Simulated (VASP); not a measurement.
Runs of VASP 6.6.1 on S. The structure is trigonal, space group R-3m (No. 166). Conventional cell: a = 3.730 Å, b = 3.730 Å, c = 4.111 Å, α = 90.00°, β = 90.00°, γ = 120.00°. S (site symmetry -3m) has 6 S at 2.55 Å as nearest neighbours. This isn't the form of S at room conditions, which is orthorhombic, of S8 rings.

```tsv
task	level	cell	cutoff (eV)	mesh quality	gap on the mesh (eV)	pressure (GPa)	relaxed volume (Å³/atom)
single point	PBEsol	R-3m, 16.51 Å³/atom	520	not flagged	none	0.1	-
single point	PBE+D3(BJ)	R-3m, 16.72 Å³/atom	520	not flagged	none	(a)	-
relaxation of cell and atoms	PBEsol	relaxed	600	coarse	none	0.0	16.44
relaxation of cell and atoms	PBE+D3(BJ)	relaxed	600	coarse	none	0.0	16.58
```

Alike in all rows: potentials or basis VASP PAW PBE potentials, release 64 (S); no spin polarisation; k mesh 8 × 8 × 8; smearing methfessel-paxton 0.02 eV.

Q: Estimate the missing entries.

A: (a) -0.2.

Caveats: some runs use coarse meshes; the PAW data sets were made with another functional, which shifts forces and pressure a little (some runs); pairwise dispersion overbinds metals, which lowers pressure and volume (some runs); the volume moved by over 15 % at a fixed basis, so the end points are rough (some runs); the volume moved by +105 % from the deposited cell, more than functionals usually miss (some runs); the volume moved by +107 % from the deposited cell, more than functionals usually miss (some runs).

A gap of «none» marks a metal or a gap under the smearing width.
